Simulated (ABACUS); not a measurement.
Runs of ABACUS 3.10.1 on Ge. The structure is cubic, space group Fd-3m (No. 227). The conventional cell has a = 5.658 Å, b = 5.658 Å, c = 5.658 Å, α = 90.00°, β = 90.00°, γ = 90.00°. Ge (site symmetry -43m) is surrounded by 4 Ge at 2.45 Å. 

```csv
task,level,potentials or basis,cell,k mesh,cutoff (eV),threshold of the eigensolver,path,points for each segment of the path,symmetry key,max steps of the relaxation,gap on the mesh (eV),pressure (GPa),V0 of scaled cells (Å³/atom),B0 (GPa)
equation of state,PBEsol,"SSSP 1.3 efficiency PBE, plane waves",as given,6 × 6 × 6,748,-,-,-,1,-,-,-,(b),(a)
single point,MS2,"SG15 ONCV 1.2 PBE, plane waves",as given,5 × 5 × 5,1238,-,-,-,1,-,0.72,39.8,-,-
single point,PBEsol,"SSSP 1.3 efficiency PBE, plane waves",as given,6 × 6 × 6,748,-,-,-,1,-,none,0.7,-,-
single point,SOGGA,"PseudoDojo NC SR 0.4 PBEsol stringent, plane waves",as given,6 × 6 × 6,1687,-,-,-,1,-,0.07,-0.1,-,-
equation of state,SOGGA,"PseudoDojo NC SR 0.4 PBEsol stringent, plane waves",as given,6 × 6 × 6,1687,-,-,-,1,-,-,-,22.61,67
relaxation of cell and atoms,LDA-PW92,"PseudoDojo NC SR 0.4.1 LDA standard, plane waves",relaxed,6 × 6 × 6,1075,-,-,-,1,60,none,0.0,-,-
```

Alike in all rows: no spin polarisation; smearing fermi-dirac 0.05 eV.

Q: Estimate the missing entries.

A: (a) 64; (b) 22.86.

Caveats: the potentials were made for another functional, which shifts forces and pressure (some runs); this crystal is a semiconductor, whose small gap the functional closes, so the metal is an error of the method (some runs); a pressure of tens of GPa on the cell as given is suspect, and the run, the potentials or the cell itself is likely at fault (some runs); an odd mesh through Γ misses points on the zone boundary, where band edges often lie (some runs).

A k mesh can miss the band edges, and the runs leave out spin-orbit coupling on Ge.

A gap of «none» marks a metal or a gap under the smearing width.

The runs don't all hold the same shells in valence.
